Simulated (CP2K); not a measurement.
# InAs: single point with PBE

**Experimental background.**

From a printed reference work, data compilation, for a bulk crystal of InAs at 4.2 K: band gap 0.418 eV (direct).

Crystal: InAs.

```
In As
1.0
     4.26810    0.00000    0.00000
     2.13405    3.69628    0.00000
     2.13405    1.23209    3.48489
In As
1 1
Direct
  0.00000 0.00000 0.00000
  0.75000 0.75000 0.75000
```

- Program: CP2K 2026.2
- Task: single point
- Functional: PBE
- Potentials or basis: POTENTIAL_UZH In GTH-PBE-q13, As GTH-PBE-q5; TZVP-MOLOPT-PBE-GTH basis
- Density cutoff: 6123 eV
- k mesh: 8 × 8 × 8
- Occupations: gaussian, width 0.024 eV
- Spin: no spin polarisation
- SCF solver: diagonalisation with k points
- Quickstep method: GPW
- EPS_DEFAULT: 1.0E-10
- EPS_SCF: 1.0E-6
- MAX_SCF: 100
- SCF_GUESS: ATOMIC
- k points reduced by the point group: yes
- Mesh centred on Gamma: yes
- CHOLESKY: OFF
- EPS_EIGVAL: 1.0E-7
- MIXING METHOD: BROYDEN_MIXING
- MIXING ALPHA: 0.4
- NBUFFER: 8
- NGRIDS: 5
- Basis sets: In TZVP-MOLOPT-PBE-GTH-q13, As TZVP-MOLOPT-PBE-GTH-q5
- Potentials: In GTH-PBE-q13 of POTENTIAL_UZH, As GTH-PBE-q5 of POTENTIAL_UZH
- ADDED_MOS: [10]
- REL_CUTOFF (Ry): 60 Ry
- MIXING BETA (1/bohr): 1.5 1/bohr
- CUTOFF of the grids: 450 Ry

The pressure is 4.8 GPa. The band gap on the k mesh is none (metal or under the smearing width) and the mulliken charges are In +0.16; As -0.16 e.

Levels at points of the mesh, in eV from the Fermi level:
| k point | band 6 | band 7 | band 8 | band 9 | band 10 | band 11 | band 12 | band 13 |
| --- | --- | --- | --- | --- | --- | --- | --- | --- |
| (0.00, 0.00, 0.00) | -11.93 | -0.20 | -0.01 | -0.01 | -0.01 | 3.90 | 3.90 | 3.90 |
| (0.00, 0.00, 0.50) | -10.45 | -5.83 | -1.01 | -1.01 | 0.94 | 4.70 | 4.70 | 7.01 |
| (0.00, 0.50, 0.50) | -9.90 | -5.89 | -2.37 | -2.37 | 1.52 | 2.05 | 9.33 | 9.39 |

It took 85 s on 1 thread of Intel(R) Xeon(R) Platinum 8375C CPU @ 2.90GHz (Ice Lake), on a shared host, peak memory 0.39 GiB.

Measured gap of InAs: 0.418 eV (direct; 4.2 K; a printed reference work, data compilation). This calculation gives 0.00 eV (-0.42 eV). Spin-orbit coupling on As, In is left out. The value is that of PBE in an atomic basis (POTENTIAL_UZH In GTH-PBE-q13, As GTH-PBE-q5; TZVP-MOLOPT-PBE-GTH basis), whose error adds to the functional's, on a finite k mesh, which can miss the band edges, without temperature or zero-point motion. Semilocal functionals fall short of measured gaps as a rule.

Caveat: Mulliken charges move with the basis; the basis of atomic orbitals isn't converged, which shifts pressures, moduli and gaps.
